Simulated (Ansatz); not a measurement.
## Is this Co result the lowest state?

System: Co, an experimental structure (space group Fm-3m, primitive cell doubled); the cell holds 2 atoms. Source: COD entry 9011621; it may be a high-temperature, high-pressure or metastable form.

Method: DFT, PBE+U, PAW, plane waves, scalar-relativistic (Ansatz development build ahead of 0.2.0).

```yaml
crystal:
  lattice:
    - [0.0, 1.7945, 1.7945]
    - [1.7945, 0.0, 1.7945]
    - [3.589, 3.589, 0.0]
  atoms:
    - { symbol: Co, position: [0.0, 0.0, 0.0], spin: 3.0 }
    - { symbol: Co, position: [0.0, 0.0, 0.5] }
magnetization:
  spin_polarized: true
hamiltonian:
  xc: pbe
  pseudopotentials: { kind: paw }
  hubbard: { sites: [{ species: Co, l: d, u_eff: 3.32 }] }
basis:
  ecutwfc: 420
kpoints:
  mp_grid: { grid: [12, 12, 6] }
scf:
  occupations: { method: gaussian, width: 0.05 }
  lower_state_search: "off"
output:
  forces: true
  stress: true
```

Time: 10 s on 2 threads of Arm Neoverse V1 (shared host), peak memory 0.38 GiB.

The end of the output:

```
SCF converged after 37 iterations
Magnetization: 3.4911 μB (18.7456 up, 15.2544 down)
Absolute magnetization: 3.9368 μB (∫|ρ↑−ρ↓|, with the PAW one-centre terms)
Spin contamination: 0.1526 ħ² per cell (⟨S²⟩ above its minimum at these occupations)
Per-site moments (μB) at R_I (Å): [(1.8435, 1.0468), (1.8433, 1.0468)]
Free energy (F): -10248.258822 eV
Harris-Foulkes:  -10248.258822 eV  (|F-HF|=4.06e-8)
Internal energy: -10248.257188 eV  (E = F + TS)
E sigma→0 (E₀):  -10248.258005 eV
Entropy (-TS):   -0.001633 eV (-0.817 meV/atom)
Fermi energy:    17.173102 eV
--- Forces (eV/Å), atoms counted from 1 ---
  atom   1  Co    -0.00000000    -0.00000000     0.00000000
  atom   2  Co     0.00000000     0.00000000    -0.00000000
--- Stress (GPa, compression-positive) ---
       -0.380051       0.001474      -0.001474
        0.001474      -0.380051      -0.001474
       -0.001474      -0.001474      -0.380051
  P = ⅓ Tr σ = -0.3801 GPa (-3.801 kbar)
```

The mesh is too coarse to rank close states of a metal with certainty: differences of some tens of meV/atom may change, at times in sign.

A static U favours moments and orbital order; the result depends on U and need not be the measured state. The U is a test value, not one fitted to this metal, and a U on a metal's d shells tends to overstate moments.

Site moments are taken inside atomic spheres and don't add up to the total.

Eigenvalues of the Hubbard occupation matrices: Co1 up 0.96 0.96 0.96 0.98 0.98, down 0.29 0.29 0.80 0.80 0.80; Co2 up 0.96 0.96 0.96 0.98 0.98, down 0.29 0.29 0.80 0.80 0.80.

Question: Has the SCF ended in the lowest solution? If not, by how much is it too high?

Answer: No, on this mesh. A state 13.5 meV/atom (0.027 eV per cell) lower exists in this cell: ferromagnetic, site moments Co1 1.85, Co2 1.85 μB, total 3.60 μB per cell, no gap on the k-mesh (the moments match this run's; the Hubbard occupation eigenvalues here are Co1 up 0.96 0.96 0.96 0.98 0.98, down 0.29 0.29 0.80 0.80 0.80; Co2 up 0.96 0.96 0.96 0.98 0.98, down 0.29 0.29 0.80 0.80 0.80, against Co1 up 0.96 0.96 0.97 0.98 0.98, down 0.18 0.21 0.81 0.87 0.87; Co2 up 0.96 0.96 0.97 0.98 0.98, down 0.18 0.21 0.81 0.87 0.87). It was reached from: whole orbital fillings typed, random choice 1 of orbitals (Co1 5 up 3 down, Co2 5 up 3 down), symmetry off, plain SCF [spin density started apart from these, at Co1 3.00, Co2 3.00 μB]; whole orbital fillings typed, random choice 3 of orbitals (Co1 5 up 3 down, Co2 5 up 3 down), symmetry off, plain SCF [spin density started apart from these, at Co1 3.00, Co2 3.00 μB]. The typed fillings weren't kept. The wrong state matters: the pressure is 8.4 GPa there against -0.4 GPa here. Signs that this run gave and the runs to the lower state didn't: a negative reading of the dielectric operator (it may be a saddle point). States within about 5 meV/atom are too close for this mesh, smearing and search to settle their order. This multiple of the primitive cell fits some opposed orders; other multiples fit others. “Lowest” means lowest among the runs made in this cell.
